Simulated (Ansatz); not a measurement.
## How the vibrations of BP change with volume

These are results of DFT PBE, scalar-relativistic, plane waves, PAW in Ansatz, not measurements. Settings: 420 eV plane-wave cutoff, Γ-centred 10×10×10 mesh, fixed occupations. No spin polarisation. Phonons by linear response, acoustic sum rule imposed.

The cell, relaxed at this level:
```cif
data_structure
_symmetry_space_group_name_H-M 'F-43m'
_symmetry_Int_Tables_number 216
_cell_length_a 4.5484
_cell_length_b 4.5484
_cell_length_c 4.5484
_cell_angle_alpha 90.000
_cell_angle_beta 90.000
_cell_angle_gamma 90.000
_cell_volume 94.10
loop_
_atom_site_label
_atom_site_type_symbol
_atom_site_symmetry_multiplicity
_atom_site_Wyckoff_symbol
_atom_site_fract_x
_atom_site_fract_y
_atom_site_fract_z
_atom_site_occupancy
B1 B 4 a 0.00000 0.00000 0.00000 1
P1 P 4 d 0.25000 0.25000 0.75000 1
```

Cells at 0.98 and 1.02 times the equilibrium volume were relaxed in shape and atoms; γ = −d ln ν / d ln V, modes matched by rank.

Q: Give the optical frequencies at Γ without the LO field (cm⁻¹) at the three volumes and the mode Grüneisen parameters.

A:
```csv
0.98 V,V,1.02 V,γ,degeneracy
816,800,784,1.01,3
```

Q: What pressures hold the two strained cells, and what bulk modulus follows?

A: 3.41 GPa at 0.98 V and -3.08 GPa at 1.02 V, so B = −dP/d ln V ≈ 162 GPa.

Q: How does the gap respond?

A: It is 1.23, 1.25 and 1.28 eV at 0.98, 1 and 1.02 V: dE_g/d ln V = 1.3 eV.

Q: And the dielectric constants (a third of the trace)?

A: ε∞: 9.15, 9.16, 9.17; ε0: 9.3, 9.3, 9.2, in order of rising volume.